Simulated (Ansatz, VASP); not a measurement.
**Ge in VASP and in Ansatz**

File INCAR:

```
PREC = Accurate ; ENCUT = 600
EDIFF = 1E-6 ; ISMEAR = 0
SIGMA = 0.1 ; LREAL = F
LASPH = T ; NELM = 100
ALGO = Normal ; ISIF = 3
LWAVE = F ; LCHARG = F
GGA = PE ; IVDW = 12
IBRION = 2 ; NSW = 70
EDIFFG = -0.005
```

Contents of KPOINTS:

```
regular mesh
0
Gamma
  16 16 16
```

Contents of POSCAR:

```
Ge
1.0
   -2.6033005382      2.6033005382      1.4232407679
    2.6033005382     -2.6033005382      1.4232407679
    2.6033005382      2.6033005382     -1.4232407679
Ge
2
Direct
    0.2500000000      0.7500000000      0.5000000000
    0.5000000000      0.5000000000      0.0000000000
```

Input for Ansatz:

```yaml
crystal:
  lattice:
    - [-2.6033005382, 2.6033005382, 1.4232407679]
    - [2.6033005382, -2.6033005382, 1.4232407679]
    - [2.6033005382, 2.6033005382, -1.4232407679]
  atoms:
    - { symbol: Ge, position: [0.25, 0.75, 0.5] }
    - { symbol: Ge, position: [0.5, 0.5, 0.0] }
basis:
  ecutwfc: 420
kpoints:
  mp_grid: { grid: [16, 16, 16] }
hamiltonian:
  xc: pbe
  dispersion: d3bj
scf:
  occupations: { method: gaussian, width: 0.1 }
output:
  forces: true
  stress: true
  eigenvalues: true
relax:
  adjacent_minimum: "off"
  f_tol: 0.005
  max_steps: 50
  cell: { stress_tol: 0.05 }
```

Alike in both runs: task relaxation of cell and atoms; functional PBE; dispersion D3(BJ); k mesh 16 × 16 × 16; occupations gaussian, width 0.1 eV; no spin polarisation.

```csv
,VASP,Ansatz
version,VASP 6.6.1,Ansatz 0.2.0
potentials or method,"VASP PAW PBE potentials, release 64 (Ge_d)","scalar-relativistic, plane waves, PAW"
plane-wave cutoff (eV),600,420
valence electrons in the cell,28,28
```

Ansatz gave:

```
gap on the k mesh at the Fermi level, each at its own relaxed structure (eV) : none
relaxed volume (Å³/atom)                                                     : 18.51
relaxed cell length with the largest relative difference (Å)                 : 3.896
energy change over the relaxation (meV/atom)                                 : -7
```

What did VASP give for the same quantities?

gap on the k mesh at the Fermi level, each at its own relaxed structure (eV): none; relaxed volume (Å³/atom): 18.51; relaxed cell length with the largest relative difference (Å): 3.895; energy change over the relaxation (meV/atom): -7.

A gap of «none» marks a metal or a gap that the smearing closes.

Caveats: pairwise dispersion overbinds metals, which lowers pressure and volume.
